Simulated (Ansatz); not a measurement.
**Relaxing BP in the rocksalt type**

First guess:

```xyz
2
Lattice="0.0000 2.2323 2.2323 2.2323 0.0000 2.2323 2.2323 2.2323 0.0000" Properties=species:S:1:pos:R:3 pbc="T T T"
B     0.0000    0.0000    0.0000
P     2.2323    2.2323    2.2323
```

The calculation used DFT, PBE, PAW with Ansatz's default frozen-core files, scalar-relativistic in Ansatz 0.2.0.

Cell and atoms relax within the symmetry of the start on a 16×16×16 k mesh with 0.05 eV Fermi–Dirac smearing.

The start is built from a prototype, known or not as a phase of this compound; the cutoff is 420 eV.

Task: What is the pressure of the first guess?

Result: -13.13 GPa.

Task: What does it relax to?

Result: a = 4.320 Å, b = 4.320 Å, c = 4.320 Å, α = 90.00°, β = 90.00°, γ = 90.00° (conventional cell), 10.07 Å³ per atom:
```cif
data_structure
_symmetry_space_group_name_H-M 'Fm-3m'
_symmetry_Int_Tables_number 225
_cell_length_a 4.3196
_cell_length_b 4.3196
_cell_length_c 4.3196
_cell_angle_alpha 90.000
_cell_angle_beta 90.000
_cell_angle_gamma 90.000
_cell_volume 80.60
loop_
_atom_site_label
_atom_site_type_symbol
_atom_site_symmetry_multiplicity
_atom_site_Wyckoff_symbol
_atom_site_fract_x
_atom_site_fract_y
_atom_site_fract_z
_atom_site_occupancy
B1 B 4 a 0.00000 0.00000 0.00000 1
P1 P 4 b 0.50000 0.00000 0.00000 1
```

Task: How much energy does the relaxation release?

Result: 47 meV/atom.
